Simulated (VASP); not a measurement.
A run of VASP 6.6.1 is set up as follows.

The input INCAR:

```
PREC = Accurate
ENCUT = 520
EDIFF = 1E-8
ISMEAR = 0
SIGMA = 0.1
LREAL = False
LASPH = True
NELM = 150
ALGO = Normal
ISIF = 2
LWAVE = False
LCHARG = False
ISPIN = 2
MAGMOM = 3 3 3 0 0 0
LORBIT = 11
LMAXMIX = 4
GGA = PS
LEFG = True
```

The input FeO.cif:

```cif
data_FeO
_cell_length_a 2.99658756
_cell_length_b 2.99658756
_cell_length_c 7.45657431
_cell_angle_alpha 90.00000000
_cell_angle_beta 90.00000000
_cell_angle_gamma 120.00000000
_space_group_name_H-M_alt 'R-3m'
_space_group_name_Hall '-R 3 2"'
_space_group_IT_number 166
loop_
_space_group_symop_operation_xyz
'x,y,z'
'-x,-y,-z'
'-y,x-y,z'
'y,-x+y,-z'
'-x+y,-x,z'
'x-y,x,-z'
'y,x,-z'
'-y,-x,z'
'x-y,-y,-z'
'-x+y,y,z'
'-x,-x+y,-z'
'x,x-y,z'
'x+2/3,y+1/3,z+1/3'
'-x+2/3,-y+1/3,-z+1/3'
'-y+2/3,x-y+1/3,z+1/3'
'y+2/3,-x+y+1/3,-z+1/3'
'-x+y+2/3,-x+1/3,z+1/3'
'x-y+2/3,x+1/3,-z+1/3'
'y+2/3,x+1/3,-z+1/3'
'-y+2/3,-x+1/3,z+1/3'
'x-y+2/3,-y+1/3,-z+1/3'
'-x+y+2/3,y+1/3,z+1/3'
'-x+2/3,-x+y+1/3,-z+1/3'
'x+2/3,x-y+1/3,z+1/3'
'x+1/3,y+2/3,z+2/3'
'-x+1/3,-y+2/3,-z+2/3'
'-y+1/3,x-y+2/3,z+2/3'
'y+1/3,-x+y+2/3,-z+2/3'
'-x+y+1/3,-x+2/3,z+2/3'
'x-y+1/3,x+2/3,-z+2/3'
'y+1/3,x+2/3,-z+2/3'
'-y+1/3,-x+2/3,z+2/3'
'x-y+1/3,-y+2/3,-z+2/3'
'-x+y+1/3,y+2/3,z+2/3'
'-x+1/3,-x+y+2/3,-z+2/3'
'x+1/3,x-y+2/3,z+2/3'
loop_
_atom_site_label
_atom_site_type_symbol
_atom_site_symmetry_multiplicity
_atom_site_Wyckoff_symbol
_atom_site_fract_x
_atom_site_fract_y
_atom_site_fract_z
_atom_site_occupancy
Fe1 Fe 3 a 0.0000000000 0.0000000000 0.0000000000 1
O1 O 3 b 0.6666666667 0.3333333333 0.8333333333 1
```

File KPOINTS:

```
regular mesh
0
Gamma
  10 10 4
```

POSCAR

```
Fe O 
 1.0000000000000000
     2.9965875600000000    0.0000000000000000    0.0000000000000000
    -1.4982937799999994    2.5951209516244260    0.0000000000000000
     0.0000000000000000    0.0000000000000000    7.4565743099999997
 Fe  O  
   3   3
Cartesian
  0.0000000000000000  0.0000000000000000  0.0000000000000000
  1.4982937800000002  0.8650403172081420  2.4855247699999996
  0.0000000000000005  1.7300806344162840  4.9710495399999992
  1.4982937801498299  0.8650403171216379  6.2138119247514476
 -0.0000000001498293  1.7300806345027882  1.2427623852485521
  2.9965875598501701  0.0000000000865040  3.7282871552485521
```

Potentials or basis: VASP PAW PBE potentials, release 64 (Fe, O).

Run with:

```bash
$ ase convert -i cif -o vasp FeO.cif POSCAR
$ cat potpaw_PBE.64/Fe/POTCAR potpaw_PBE.64/O/POTCAR > POTCAR
$ mpirun -np 1 vasp_std > vasp.out
```

**Question.** Estimate the net moment.

**Answer.** 12.00 μB per cell.

**Question.** Estimate the pressure.

**Answer.** -1.7 GPa.

Stress tensor (GPa, compression positive):
```
-1.34  0.00  0.00
 0.00 -1.34  0.00
 0.00  0.00 -2.33
```

Caveat: the PAW data sets were made with another functional, which shifts forces and pressure a little.
